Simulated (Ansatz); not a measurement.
CsSnI3:

```
Cs I Sn
1.0
     6.20570    0.00000    0.00000
     0.00000    6.20570    0.00000
     0.00000    0.00000    6.20570
Cs I Sn
1 3 1
Cartesian
  0.0000 0.0000 0.0000
  3.1029 3.1029 0.0000
  3.1029 0.0000 3.1029
  0.0000 3.1029 3.1029
  3.1029 3.1029 3.1029
```

Base run:

- Program: Ansatz 0.2.0
- Functional: revPBE
- Potentials or basis: Ansatz PAW
- Cutoff: 420 eV (not typed: the program's choice for these potentials)
- k mesh: 5 × 5 × 5
- Occupations: fermi-dirac, width 0.05 eV
- Spin: no spin polarisation

Its results: pressure 1.4 GPa.

Q: The run is repeated on the same cell with these changes: functional from revPBE to PBE; occupations from fermi-dirac, width 0.05 eV to gaussian, width 0.013 eV. What comes out?

A: Pressure 0.5 GPa.

Caveats: the cell was measured hot, at 500 K; the PAW data sets come from PBE, with cores solved anew for the run's functional, which leaves a small shift of forces and pressure (some runs).
